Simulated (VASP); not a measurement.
Crystal: ZnS (Wurtzite-6H).

```
Zn S
1.0
     3.81200    0.00000    0.00000
    -1.90600    3.30129    0.00000
     0.00000    0.00000   18.68999
Zn S
6 6
Direct
  0.33333 0.66667 0.83333
  0.66667 0.33333 0.33333
  0.66667 0.33333 0.66667
  0.33333 0.66667 0.16667
  0.00000 0.00000 0.50000
  0.00000 0.00000 0.00000
  0.33333 0.66667 0.95833
  0.66667 0.33333 0.45833
  0.66667 0.33333 0.79167
  0.33333 0.66667 0.29167
  0.00000 0.00000 0.62500
  0.00000 0.00000 0.12500
```

```yaml
Program: VASP 6.6.1
Task: relaxation of cell and atoms
Functional: revPBE
Potentials_or_basis: VASP PAW PBE potentials, release 64 (Zn, S)
Cutoff: 600 eV
k_mesh: 8 × 8 × 2
Occupations: fermi-dirac, width 0.05 eV
Spin: no spin polarisation
```

At the start: pressure 4.2 GPa; volume 19.60 Å³/atom.

How do energy, volume and symmetry change on relaxing?

Over 6 steps the energy falls by 14.3 meV/atom and the volume is 20.77 Å³/atom (+5.9 %); space group P6_3mc (No. 186, to 0.05 Å).

Step by step:
| step | energy change (eV) | largest force (eV/Å) | pressure (GPa) | volume (Å³) |
| --- | --- | --- | --- | --- |
| 1 | 0.0000 | 0.0297 | 4.21 | 235.20 |
| 2 | -0.1583 | 0.0100 | -1.10 | 253.17 |
| 3 | -0.1712 | 0.0130 | 0.05 | 248.91 |
| 4 | -0.1712 | 0.0126 | 0.01 | 249.19 |
| 5 | -0.1711 | 0.0123 | -0.06 | 249.48 |
| 6 | -0.1713 | 0.0073 | -0.06 | 249.19 |

Final structure:
```yaml
crystal:
  lattice:
    - [3.88573, 0.00000, 0.00000]
    - [-1.94287, 3.36514, 0.00000]
    - [0.00000, 0.00000, 19.05679]
  atoms:
    - { symbol: Zn, position: [0.33333, 0.66667, 0.83332] }
    - { symbol: Zn, position: [0.66667, 0.33333, 0.33332] }
    - { symbol: Zn, position: [0.66667, 0.33333, 0.66671] }
    - { symbol: Zn, position: [0.33333, 0.66667, 0.16671] }
    - { symbol: Zn, position: [0.00000, 0.00000, 0.50000] }
    - { symbol: Zn, position: [0.00000, 0.00000, 0.00000] }
    - { symbol: S, position: [0.33333, 0.66667, 0.95824] }
    - { symbol: S, position: [0.66667, 0.33333, 0.45824] }
    - { symbol: S, position: [0.66667, 0.33333, 0.79166] }
    - { symbol: S, position: [0.33333, 0.66667, 0.29166] }
    - { symbol: S, position: [0.00000, 0.00000, 0.62508] }
    - { symbol: S, position: [0.00000, 0.00000, 0.12508] }
```

Caveat: the PAW data sets were made with another functional, which shifts forces and pressure a little.
